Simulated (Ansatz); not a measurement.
# GePt (model cell, started as wurtzite): following an unstable mode

Aim: this structure of GePt (model cell, started as wurtzite) is to be tested for unstable modes, and one is followed downhill.

Program: Ansatz 0.2.0. Level of theory: DFT PBE, scalar-relativistic, plane waves, PAW. Results are calculated unless marked as measured.

The structure was built from a prototype and need not be the compound's stable phase.

## (1) The starting structure

It takes space group P6_3mc (No. 186, hexagonal). The conventional cell has a = 3.928 Å, b = 3.928 Å, c = 6.681 Å, α = 90.00°, β = 90.00°, γ = 120.00°. Nearest to Pt lie 4 Ge at 2.43 to 2.45 Å. Ge has 4 Pt at 2.43 to 2.45 Å nearest. Farther neighbours are not listed.

## (2) Response at finite wavevector

The cell comes from relaxations at this level that are not shown. Stability and thermal properties need the whole zone. Linear response on a 2×2×2 q mesh gives force constants as far as a supercell of that size would.

input.yaml

```yaml
crystal:
  lattice:
    - [3.9283139825, 2.8143e-06, 0.0]
    - [-1.9641594285, 3.4020182958, 0.0]
    - [0.0, 0.0, 6.680801802]
  atoms:
    - { symbol: Pt, position: [0.3333333333, 0.6666666667, 0.0037945852] }
    - { symbol: Pt, position: [0.6666666667, 0.3333333333, 0.5037945852] }
    - { symbol: Ge, position: [0.3333333333, 0.6666666667, 0.3712054148] }
    - { symbol: Ge, position: [0.6666666667, 0.3333333333, 0.8712054148] }
kpoints:
  mp_grid: { grid: [12, 12, 6] }
hamiltonian:
  xc: pbe
scf:
  occupations: { method: methfessel_paxton, width: 0.2 }
output:
  eigenvalues: true
phonons:
  method: dfpt
  qmesh: [2, 2, 2]
  temperatures: { t_max: 1000, t_step: 50 }
  qpath:
    path:
      - [[0.0, 0.0, 0.0], [0.5, 0.0, 0.0], [0.33333333, 0.33333333, 0.0], [0.0, 0.0, 0.0], [0.0, 0.0, 0.5], [0.5, 0.0, 0.5], [0.33333333, 0.33333333, 0.5], [0.0, 0.0, 0.5]]
      - [[0.5, 0.0, 0.5], [0.5, 0.0, 0.0]]
      - [[0.33333333, 0.33333333, 0.5], [0.33333333, 0.33333333, 0.0]]
    npoints: 10
```

The run is started by

```
> ansatz run input.yaml --threads 4 --pin off --max-ram 7168MiB --backend cpu --events-out ev --progress --plain --runs-dir out
```

Numbers of over 12 decimals in the logs are rounded to 6 here.

Output:

```text
Warning: phonons: the dynamical matrix that this run interpolates holds no multipole term above the dipole-dipole one, and a site of this crystal is no centre of inversion, so its interpolated transverse optical and acoustic branches and sound speeds can stay off near Gamma, and the density of states and the thermodynamics with them. What a run solves at a wave vector of phonons.qpoints, Gamma apart, where the deck admits one, is free of this, and under fd what a larger phonons.supercell samples
Engine: ansatz 0.2.0, aarch64-unknown-linux-gnu
Pseudopotentials: kind: paw
Pseudopotential: Pt, paw, valence charge 18, recommended cutoff 420 eV (normal), Pt.paw.azcp
Pseudopotential: Ge, paw, valence charge 14, recommended cutoff 420 eV (normal), Ge.paw.azcp
Functional definition: PBE
  parameter kappa = 0.804
  parameter beta = 0.066725
  exchange = pbe_x(kappa = kappa, mu = beta*pi^2/3)
  correlation = pbe_c(beta = beta)
Crystal: 4 atoms, lattice volume = 89.284 Å³
Basis set: ecut = 420 eV, 1763 PW (Γ), exchange–correlation on 54×54×96 points (8 copies of the dense FFT grid, shifted against one another)
Bands: 39, of which v1, the nominal top of the filled ones, is band 32 counted from 1 (31 counted from 0)
Symmetry: 12 space group operations
k-points: 76 of 864 (time reversal used)
Non-local potential: Pt, projectors of the file, l = 0: 3, l = 1: 2, l = 2: 2, l = 3: 1
Non-local potential: Ge, projectors of the file, l = 0: 2, l = 1: 2, l = 2: 3, l = 3: 1
PAW form: soft (Blöchl's): semilocal exchange-correlation on the pseudo side does not see the compensation charge
PAW one-centre angular grid: Pt, 590 points (default); XC on 64 Gauss nodes
PAW one-centre angular grid: Ge, 590 points (default); XC on 64 Gauss nodes
Initial density: superposition of atomic densities (neutral atoms: chi_scale 0, normalization atom), corrected by the library's trained network
Initial wavefunctions: pseudopotential atomic-orbital guess
Functional: x = pbe(κ = 0.804, μ = 0.219515), c = pbe(β = 0.066725)
SCF iter   1: F=—  HF=-33636.782106 eV  |F-HF|=—  |Δ(HF+E_count)|=         —  Δρ=2.43e-3  dr2=1.54e-3  ethr=1.77e-3  ⟨swp⟩=5.2  Hψ=10506  notcnv=0
preconditioner: auto → LDOS  [metal: Δε(μ)=0.018 eV  Ē_g=16.702 eV  σ=0.200 eV  W_gap=0.08  n_scr=22 (ndim 8)  ℏωp=27.2 eV  f_vac=0.047  D(μ)=1.47/eV (n_scr^D=2)  β→1.0]
SCF iter   2: F=—  HF=-33636.784611 eV  |F-HF|=—  |Δ(HF+E_count)|=   2.50e-3  S|Δr|=    0.00e0  Δρ=5.50e-4  dr2=3.47e-4  ethr=2.41e-6  ⟨swp⟩=2.8  Hψ=6475  notcnv=0
SCF iter   3: F=—  HF=-33636.784561 eV  |F-HF|=—  |Δ(HF+E_count)|=   4.98e-5  S|Δr|=    0.00e0  Δρ=3.12e-4  dr2=1.26e-4  ethr=5.42e-7  ⟨swp⟩=2.0  Hψ=5056  notcnv=0
SCF iter   4: F=—  HF=-33636.784525 eV  |F-HF|=—  |Δ(HF+E_count)|=   3.56e-5  S|Δr|=    0.00e0  Δρ=8.31e-5  dr2=9.17e-6  ethr=1.97e-7  ⟨swp⟩=2.0  Hψ=3789  notcnv=0
SCF iter   5: F=—  HF=-33636.784523 eV  |F-HF|=—  |Δ(HF+E_count)|=   2.78e-6  S|Δr|=    0.00e0  Δρ=2.35e-5  dr2=6.34e-7  ethr=1.43e-8  ⟨swp⟩=2.1  Hψ=4279  notcnv=0
SCF iter   6: F=—  HF=-33636.784528 eV  |F-HF|=—  |Δ(HF+E_count)|=   5.21e-6  S|Δr|=    0.00e0  Δρ=3.59e-6  dr2=1.26e-8  ethr=9.91e-10  ⟨swp⟩=2.1  Hψ=4033  notcnv=0
SCF iter   7: F=—  HF=-33636.784528 eV  |F-HF|=—  |Δ(HF+E_count)|=   9.11e-9  S|Δr|=    0.00e0  Δρ=1.81e-6  dr2=2.95e-9  ethr=1.97e-11  ⟨swp⟩=2.0  Hψ=4784  notcnv=0
SCF iter   8: F=—  HF=-33636.784528 eV  |F-HF|=—  |Δ(HF+E_count)|=   1.24e-9  S|Δr|=    0.00e0  Δρ=2.74e-7  dr2=4.12e-11  ethr=4.61e-12  ⟨swp⟩=2.0  Hψ=4666  notcnv=0
SCF iter   9: F=-33636.784528 eV  HF=-33636.784528 eV  |F-HF|=2.18e-11  |Δ(HF+E_count)|=  2.91e-11  S|Δr|=    0.00e0  Δρ=6.27e-8  dr2=3.11e-12  ethr=1.00e-12  ⟨swp⟩=9.7  Hψ=13431  notcnv=0
SCF 1 converged in 9 iterations: F = -33636.784528 eV  dr2 = 3.11e-12
  greatest PAW one-centre occupation: 1.000 electrons in one spin orbital (limit 2), on the Pt atom at site 1 (counted from 0), in its partial waves of l = 0
Initial density: read from a saved state, or passed on in memory by an earlier SCF of this step, an earlier step, the calling program or the single point that the run made first
iter 1 solved again at ethr=3.54e-7 eV; its pass at ethr=3.10e-3 eV (dr2=2.27e-4 eV) is discarded
SCF iter   1: F=—  HF=-33636.784523 eV  |F-HF|=—  |Δ(HF+E_count)|=         —  Δρ=5.47e-7  dr2=3.12e-10  ethr=3.54e-7  ⟨swp⟩=3.0  Hψ=17169  notcnv=0
eigensolver tolerance schedule: the retry pair's looser diagonalisation over-reported the residual by 726144.69 of it (diagonalisation noise at an unbounded share of the residual, at the tolerance the schedule requests for it); recorded, not acted on — ethr = c·dr2/N_el stays at c = 1.0e-1
preconditioner: auto → LDOS  [metal: Δε(μ)=0.019 eV  Ē_g=16.691 eV  σ=0.200 eV  W_gap=0.08  n_scr=22 (ndim 8)  ℏωp=27.2 eV  f_vac=0.045  D(μ)=1.48/eV (n_scr^D=2)  β→1.0]
SCF iter   2: F=—  HF=-33636.784528 eV  |F-HF|=—  |Δ(HF+E_count)|=   5.12e-6  S|Δr|=    0.00e0  Δρ=9.00e-7  dr2=9.83e-10  ethr=1.00e-12  ⟨swp⟩=3.6  Hψ=7869  notcnv=0
SCF iter   3: F=—  HF=-33636.784528 eV  |F-HF|=—  |Δ(HF+E_count)|=  1.82e-10  S|Δr|=    0.00e0  Δρ=3.09e-7  dr2=7.92e-11  ethr=1.00e-12  ⟨swp⟩=2.0  Hψ=3830  notcnv=0
SCF iter   4: F=—  HF=-33636.784528 eV  |F-HF|=—  |Δ(HF+E_count)|=  1.46e-11  S|Δr|=    0.00e0  Δρ=2.21e-7  dr2=5.07e-11  ethr=1.00e-12  ⟨swp⟩=1.0  Hψ=2964  notcnv=0
SCF iter   5: F=—  HF=-33636.784528 eV  |F-HF|=—  |Δ(HF+E_count)|=  1.46e-11  S|Δr|=    0.00e0  Δρ=1.29e-7  dr2=1.62e-11  ethr=1.00e-12  ⟨swp⟩=1.0  Hψ=2964  notcnv=0
SCF iter   6: F=-33636.784528 eV  HF=-33636.784528 eV  |F-HF|=7.28e-12  |Δ(HF+E_count)|=  1.46e-11  S|Δr|=    0.00e0  Δρ=8.71e-9  dr2=7.28e-14  ethr=1.00e-12  ⟨swp⟩=2.5  Hψ=6046  notcnv=0
SCF 2 converged in 6 iterations: F = -33636.784528 eV  dr2 = 7.28e-14
  greatest PAW one-centre occupation: 1.000 electrons in one spin orbital (limit 2), on the Pt atom at site 0 (counted from 0), in its partial waves of l = 0
phonons: the bands overlap, so this run is a metal and interpolates without the dipole-dipole term. If the crystal is really an insulator or semiconductor, its LO-TO splitting is missing
NSCF: frozen V_eff on 76 k-points
WARN: eigensolver did not converge (k=3): 1 band(s) unlocked after 20 sweeps at ethr=1.84e-12 eV (storage-precision floor; scheduled 1.00e-12 eV) (lowest unlocked band 38, counted from 0; max residual 5.72e-6 eV among the unlocked bands, 5.72e-6 eV over every band; other slots of this pass that fall short are told together in one closing line; warning suppressed until the next SCF loop or pass starts)
NSCF: frozen V_eff on 436 k-points
DFPT response loops at q = (0, 0, 0) (fractional): preconditioner auto → Kerker (q_TF=auto, 2.581 Å⁻¹) (partly filled bands, converged f_vac=0.045); β = 1.00, the filter's whole step (`scf.mixing.beta` (0.50) is not read by the response loops under this deck's `scf.mixing.preconditioner`; to damp them name `kerker` or `kerker_dos`, under which they read `scf.mixing.beta`, and type it under 1.00, their step now; both keys bind the ground state too); Broyden in place of MSR1
NSCF: frozen V_eff on 872 k-points
DFPT response loops at q = (0, 0, -0.5) (fractional): mixed as the last ones told, above
NSCF: frozen V_eff on 872 k-points
DFPT response loops at q = (0, -0.5, 0) (fractional): mixed as the last ones told, above
NSCF: frozen V_eff on 872 k-points
DFPT response loops at q = (0, -0.5, -0.5) (fractional): mixed as the last ones told, above
SCF converged after 9 iterations
Stability not checked: this state was not tested for a lower state beside it, because cold or Methfessel-Paxton smearing, or corrected tetrahedra, fill the levels in a way that the test cannot read (fill_not_monotonic; see scf.lower_state_search)
Free energy (F): -33636.784528 eV
Harris-Foulkes:  -33636.784528 eV  (|F-HF|=2.18e-11)
Internal energy: -33636.783991 eV  (E = F + TS)
E sigma→0 (E₀):  -33636.784394 eV
Entropy (-TS):   -0.000536 eV (-0.134 meV/atom)
Fermi energy:    11.310274 eV
--- Per-component energies (eV) ---
  E_band       = -907.670521
  E_kinetic    = 1499.007379
  E_local      = -9545.256761  (includes V_loc(G=0)·N_el)
  E_nonlocal   = 1236.381542
  E_hartree    = 3919.984111
  E_xc         = -673.762605
  E_vxc        = -733.324772  (∫ρ·V_xc dr)
  E_paw        = -22948.319634  (= ΣΔE_a)
  E_vpaw       = -1204.447223  (= ΣTr[D̂ρ^β])
  E_aug_tail   = 0.001068  (compensation charges beyond the density's cutoff)
  E_ewald      = -7124.819091
  E_smearing   = -0.000536  (= −TS)
  E_closure    = -0.000000  (closes the sum)
  Σ components = -33636.784528   (vs F -33636.784528, Δ=0.00e0)
--- Band table (eV; the first three rows and the last of 76) ---
  k-point 0: bands = [... 28 lower, 8.6006, 8.6006, 8.8891, 14.6499, 14.6499, 15.6531, 16.4842, 16.8423, ... 3 higher]
  k-point 1: bands = [... 28 lower, 8.5859, 8.5859, 9.3560, 14.7570, 14.7570, 14.8329, 16.7830, 16.7830, ... 3 higher]
  k-point 2: bands = [... 28 lower, 8.5367, 8.5367, 10.4649, 13.4245, 15.0725, 15.0725, 16.1861, 16.1861, ... 3 higher]
  k-point 75: bands = [... 28 lower, 8.8407, 8.8407, 9.8261, 9.8261, 10.9516, 10.9516, 13.2772, 13.2772, ... 3 higher]
--- Phonons (Γ-DFPT): 4 representative perturbations + reference (Σ response iterations 14) ---
  ASR residual: 6.990e-5 → 0.000e0 eV/Å²; symmetrization residual: 2.665e-5 eV/Å²
  ASR residual per site (eV/Å²): 6.99e-5 6.99e-5 5.10e-5 5.10e-5
  Γ frequencies (cm⁻¹): 0.00 0.00 0.00 11.01 11.01 113.27 202.96 209.80 209.80 216.00 216.00 221.96
--- Phonons (arbitrary-q DFPT): 4 irreducible q on the 2×2×2 mesh ---
  q = [0.0000, 0.0000, 0.0000] (star 1, of the zone-centre solve; hermiticity 5.20e-6, symmetrization 2.38e-7): -0.00 -0.00 0.00 11.01 11.01 113.27 202.96 209.80 209.80 216.00 216.00 221.96
  q = [0.0000, 0.0000, -0.5000] (star 1, 4 solved perturbations in 1072 linear systems a pass and spin channel, the states on 436 of 864 k-point pairs; hermiticity 1.98e-6, symmetrization 1.25e-6): 8.60 8.60 8.60 8.60 76.89 76.89 213.62 213.62 213.62 213.62 220.43 220.43
  q = [0.0000, -0.5000, 0.0000] (star 3, 6 solved perturbations in 2228 linear systems a pass and spin channel, the states on 436 of 864 k-point pairs; hermiticity 2.71e-6, symmetrization 3.55e-7): -21.76 -19.90 15.20 17.88 97.11 119.27 202.25 202.96 211.21 211.25 211.99 215.31
  q = [0.0000, -0.5000, -0.5000] (star 3, 6 solved perturbations in 2228 linear systems a pass and spin channel, the states on 436 of 864 k-point pairs; hermiticity 2.96e-6, symmetrization 3.28e-7): -5.58 -5.58 11.91 11.91 108.08 108.08 206.11 206.11 207.12 207.12 213.08 213.08
  sum rule: each row above includes the acoustic sum rule's correction from the zone centre's row sums; it moved no ω² by more than (0.44 cm⁻¹)²
  mesh force constants: q→R imaginary residual 8.64e-18; ASR residual 6.990e-5 → 0.000e0 eV/Å²; symmetrization residual 2.683e-15 eV/Å²
  interpolated dispersion: 93 rows × 12 modes
  density of states and harmonic sums: on the 18×18×10 q-mesh, interpolated from the force constants of a 2×2×2 supercell (no non-analytic term)
  largest difference from the sums on the solved wave vectors: F 5.87e-2 eV, S 8.26e-5 and C_V 1.31e-5 eV/K
  zero-point energy: 0.093745 eV/cell   skipped modes (ω ≤ 0): 363, of them read as no rigid motion or as one in doubt: 360 (1.722e0 modes/cell left out, lowest -26.34 cm⁻¹)   left out of the sums: 1.44e-1 of the cell's modes: C_V's classical limit lies that fraction below 3 k_B per atom; for a crystal, a wire or a layer, F and S can be off by more, and a phonons.interpolated_qmesh denser along its periods is the remedy for the sampling
```

The job ended after 13 min (4 threads of Arm Neoverse V1, shared host; peak memory 3.4 GiB; 50 min of CPU time).

Reading the cycles: dr2 is the Hartree energy of the density residual (eV), the measure of convergence; HF is the Harris–Foulkes estimate of the energy, which meets the free energy F at convergence.

Numbers from this step:

* volume per atom: 22.32 Å³
* gap on the k-mesh: 0 eV
* sum-rule residual before enforcement: 6.99e-5 eV/Å²
* lowest frequency on the path: -26.47 cm⁻¹
* point group: 6mm
* highest frequency on the path or at a solved wavevector: 222.8 cm⁻¹
* highest optical mode at the zone centre (no LO-TO term): 222.0 cm⁻¹
* lowest optical zone-centre mode: 11.01 cm⁻¹
* lowest mode on the q mesh (acoustic modes at Γ apart): -21.76 cm⁻¹

Frequencies (cm⁻¹) solved at each irreducible wavevector; negative means imaginary. Frequencies by wavevector, by row:

| q in reciprocal lattice units | star | mode 1 | mode 2 | mode 3 | mode 4 | mode 10 | mode 11 | mode 12 |
| --- | --- | --- | --- | --- | --- | --- | --- | --- |
| 0 0 0 | 1 | 0 | 0 | 0 | 11 | 216 | 216 | 222 |
| 0 0 -0.5 | 1 | 8.6 | 8.6 | 8.6 | 8.6 | 213.6 | 220.4 | 220.4 |
| 0 -0.5 0 | 3 | -21.8 | -19.9 | 15.2 | 17.9 | 211.2 | 212 | 215.3 |
| 0 -0.5 -0.5 | 3 | -5.6 | -5.6 | 11.9 | 11.9 | 207.1 | 213.1 | 213.1 |

Interpolated from a 2×2×2 q mesh, rough between the solved points. Phonon branches along the path, in cm⁻¹:

| point | branch 1 | branch 2 | branch 3 | branch 4 | branch 9 | branch 10 | branch 11 | branch 12 |
| --- | --- | --- | --- | --- | --- | --- | --- | --- |
| Γ | 0 | 0 | 0 | 11 | 210 | 216 | 216 | 222 |
| halfway | -18 | -14 | 16 | 27 | 208 | 214 | 214 | 221 |
| M | -22 | -20 | 15 | 18 | 211 | 211 | 212 | 215 |
| halfway | -24 | -17 | 22 | 38 | 204 | 210 | 212 | 220 |
| K | -18 | -18 | 34 | 42 | 207 | 207 | 212 | 222 |
| halfway | -22 | -20 | 17 | 37 | 207 | 209 | 218 | 220 |
| Γ | 0 | 0 | 0 | 11 | 210 | 216 | 216 | 222 |
| halfway | 5 | 5 | 10 | 10 | 211 | 215 | 215 | 223 |
| A | 9 | 9 | 9 | 9 | 214 | 214 | 220 | 220 |
| halfway | 11 | 11 | 23 | 23 | 210 | 210 | 218 | 218 |
| L | -6 | -6 | 12 | 12 | 207 | 207 | 213 | 213 |
| halfway | -19 | -19 | 32 | 32 | 208 | 208 | 215 | 215 |
| H | -21 | -21 | 39 | 39 | 207 | 207 | 216 | 216 |
| halfway | -11 | -11 | 30 | 30 | 209 | 209 | 217 | 217 |
| A | 9 | 9 | 9 | 9 | 214 | 214 | 220 | 220 |
| jump to L | -6 | -6 | 12 | 12 | 207 | 207 | 213 | 213 |
| halfway | -19 | -14 | 15 | 17 | 210 | 210 | 212 | 215 |
| M | -22 | -20 | 15 | 18 | 211 | 211 | 212 | 215 |
| jump to H | -21 | -21 | 39 | 39 | 207 | 207 | 216 | 216 |
| halfway | -20 | -20 | 35 | 41 | 207 | 207 | 213 | 220 |
| K | -18 | -18 | 34 | 42 | 207 | 207 | 212 | 222 |

Symmetry leaves 4 wavevectors to solve. The lowest mode among them, the acoustic zeros apart, lies at q = (0, -0.5, 0) and is imaginary, 21.8i cm⁻¹, so the energy falls along it. Between them the interpolated path dips to 26i cm⁻¹.

## (3) The mode frozen in, largest atomic shift 0 Å

The mode followed lies at q = (0, -0.5, 0) with frequency 21.8i cm⁻¹, the softest among the wavevectors solved. At small amplitude the distorted cell has space group no. 26 by a symmetry search on the positions. The undistorted cell that holds it gives the zero of energy on the same k mesh.

System of this step: GePt (model cell, started as wurtzite). Symmetry: P6_3mc, No. 186, hexagonal system. The conventional cell has a = 3.928 Å, b = 3.928 Å, c = 6.681 Å, α = 90.00°, β = 90.00°, γ = 120.00°. Nearest to Pt lie 4 Ge at 2.43 to 2.45 Å. Ge has 4 Pt at 2.43 to 2.45 Å nearest. Farther neighbours are not listed.

input.yaml

```yaml
crystal:
  lattice:
    - [-3.9283139825, -2.8143e-06, 0.0]
    - [0.0, 0.0, -6.680801802]
    - [4.8745e-06, -6.8040394059, 0.0]
  atoms:
    - { symbol: Pt, position: [0.5, 0.9962054148, 0.1666666667] }
    - { symbol: Pt, position: [0.0, 0.9962054148, 0.6666666667] }
    - { symbol: Pt, position: [0.0, 0.4962054148, 0.3333333333] }
    - { symbol: Pt, position: [0.5, 0.4962054148, 0.8333333333] }
    - { symbol: Ge, position: [0.5, 0.6287945852, 0.1666666667] }
    - { symbol: Ge, position: [0.0, 0.6287945852, 0.6666666667] }
    - { symbol: Ge, position: [0.0, 0.1287945852, 0.3333333333] }
    - { symbol: Ge, position: [0.5, 0.1287945852, 0.8333333333] }
kpoints:
  mp_grid: { grid: [10, 6, 6] }
hamiltonian:
  xc: pbe
scf:
  occupations: { method: methfessel_paxton, width: 0.2 }
output:
  forces: true
  stress: true
  eigenvalues: true
```

Output:

```text
[...]
Crystal: 8 atoms, lattice volume = 178.567 Å³
Basis set: ecut = 420 eV, 3505 PW (Γ), exchange–correlation on 54×90×96 points (8 copies of the dense FFT grid, shifted against one another)
Bands: 77, of which v1, the nominal top of the filled ones, is band 64 counted from 1 (63 counted from 0)
Symmetry: 8 space group operations
[...]
k-points: 96 of 360 (time reversal used)
[...]
k-point 0: bands = [... 60 lower, 8.8935, 9.6150, 9.7127, 10.4510, 11.8005, 13.0351, 14.5723, 14.6504, ... 9 higher]
  k-point 1: bands = [... 60 lower, 8.9468, 9.5863, 10.2095, 10.7540, 11.9880, 13.3256, 14.0019, 14.4089, ... 9 higher]
  k-point 2: bands = [... 60 lower, 9.1252, 9.8158, 10.4141, 12.0339, 12.4771, 12.7831, 13.8274, 14.0274, ... 9 higher]
  k-point 95: bands = [... 60 lower, 9.0322, 9.0322, 9.0322, 9.0322, 12.7745, 12.7745, 12.7745, 12.7745, ... 9 higher]
[key lines of the parts left out:]
SCF converged after 6 iterations
Free energy (F): -67273.568811 eV
Fermi energy:    11.386922 eV
P = ⅓ Tr σ = 0.0182 GPa (0.182 kbar)
```

It took 34 s on 4 threads; peak memory 1.1 GiB.

Numbers from this step:

```yaml
pressure: 0.01824 GPa
energy_from_the_undistorted_cell: 0 meV/atom
```

The run ends at a pressure of 0.02 GPa, with forces up to 0.017 eV/Å.

## (4) The mode frozen in, largest atomic shift 0.14 Å

The atoms are moved along the unstable eigenvector, the largest shift by 0.14 Å, with the cell fixed.

input.yaml

```yaml
crystal:
  lattice:
    - [-3.9283139825, -2.8143e-06, 0.0]
    - [0.0, 0.0, -6.680801802]
    - [4.8745e-06, -6.8040394059, 0.0]
  atoms:
    - { symbol: Pt, position: [0.5, 0.9835773708, 0.1776476691] }
    - { symbol: Pt, position: [0.0, 1.0088334589, 0.6556856643] }
    - { symbol: Pt, position: [0.0, 0.5088334589, 0.3443143357] }
    - { symbol: Pt, position: [0.5, 0.4835773708, 0.8223523309] }
    - { symbol: Ge, position: [0.5, 0.6119579978, 0.1544160626] }
    - { symbol: Ge, position: [0.0, 0.6456311725, 0.6789172708] }
    - { symbol: Ge, position: [0.0, 0.1456311725, 0.3210827292] }
    - { symbol: Ge, position: [0.5, 0.1119579978, 0.8455839374] }
kpoints:
  mp_grid: { grid: [10, 6, 6] }
hamiltonian:
  xc: pbe
scf:
  occupations: { method: methfessel_paxton, width: 0.2 }
output:
  forces: true
  stress: true
  eigenvalues: true
  write_density: true
  write_potential: true
  elf: true
  volumetric_format: npy
```

Output:

```text
[...]
Crystal: 8 atoms, lattice volume = 178.567 Å³
Basis set: ecut = 420 eV, 3505 PW (Γ), exchange–correlation on 54×90×96 points (8 copies of the dense FFT grid, shifted against one another)
Bands: 77, of which v1, the nominal top of the filled ones, is band 64 counted from 1 (63 counted from 0)
Symmetry: 4 space group operations
[...]
k-points: 96 of 360 (time reversal used)
[...]
k-point 0: bands = [... 60 lower, 8.9283, 9.5741, 9.7796, 10.4697, 11.8030, 13.0164, 14.5668, 14.6677, ... 9 higher]
  k-point 1: bands = [... 60 lower, 8.9700, 9.5854, 10.2039, 10.7725, 11.9912, 13.2915, 14.0371, 14.4207, ... 9 higher]
  k-point 2: bands = [... 60 lower, 9.1540, 9.8333, 10.3974, 11.9947, 12.4803, 12.7936, 13.8395, 13.9956, ... 9 higher]
  k-point 95: bands = [... 60 lower, 9.0734, 9.0734, 9.0817, 9.0817, 12.6189, 12.6189, 12.8168, 12.8168, ... 9 higher]
[key lines of the parts left out:]
SCF converged after 6 iterations
Free energy (F): -67273.576387 eV
Fermi energy:    11.389655 eV
P = ⅓ Tr σ = -0.8861 GPa (-8.861 kbar)
```

Run time: 47 s. Hardware: 4 threads; peak memory 1.1 GiB; 3.1 min of CPU time.

This step gave:

```yaml
pressure: -0.8861 GPa
energy_from_the_undistorted_cell: -1.047 meV/atom
```

The energy, extrapolated to zero smearing, is -1.05 meV/atom against the undistorted cell.

The run ends at a pressure of -0.89 GPa, with forces up to 0.16 eV/Å.

(Continued in part 2 of 3.)

[Logs are printed without paths, hosts, clocks, repeated set-up lines and the standing remarks that a program may print on its own settings, such as how far it seeks lower states.]

[Hosts, paths, dates, database ids (printed as entryN), source tags and the programs' standing remarks are cut or masked in the printed files.]
